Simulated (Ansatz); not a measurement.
**Tetragonal deformation path in Cs**

Level of theory: Ansatz 0.2.0, DFT PBE, scalar-relativistic, plane waves, PAW. Settings: plane waves to 420 eV, k-mesh 12×12×12 (Γ-centred), Gaussian smearing 0.15 eV. No spin polarisation. Energies are free energies at this smearing, counted from the undisturbed cell; pressure is positive in compression.

The undisturbed cell (as given, not relaxed at this level; it stands at 0.1 GPa):

```
Cs
1.0
    -3.02250    3.02250    3.02250
     3.02250   -3.02250    3.02250
     3.02250    3.02250   -3.02250
Cs
1
Direct
  0.00000 0.00000 0.00000
```

At fixed volume and fractional coordinates, lengths along (0.000, 0.000, 1.000) are scaled against those across it; ρ is that ratio over its starting value. The cell is metallic on the mesh throughout. At ρ = 1.414 the cell becomes cubic (Fm-3m), and there the slope of the energy vanishes by symmetry.

| ρ | ΔE (meV/atom) | pressure (GPa) |
| --- | --- | --- |
| 0.650 | 74.2 | 0.3 |
| 0.707 | 38.7 | 0.2 |
| 0.780 | 15.1 | 0.2 |
| 0.850 | 4.7 | 0.1 |
| 0.920 | 0.8 | 0.1 |
| 0.960 | 0.1 | 0.1 |
| 1.000 | 0.0 | 0.1 |
| 1.050 | 0.1 | 0.1 |
| 1.100 | 0.3 | 0.1 |
| 1.200 | 0.3 | 0.1 |
| 1.300 | -0.3 | 0.1 |
| 1.414 | -0.8 | 0.1 |
| 1.500 | -0.3 | 0.1 |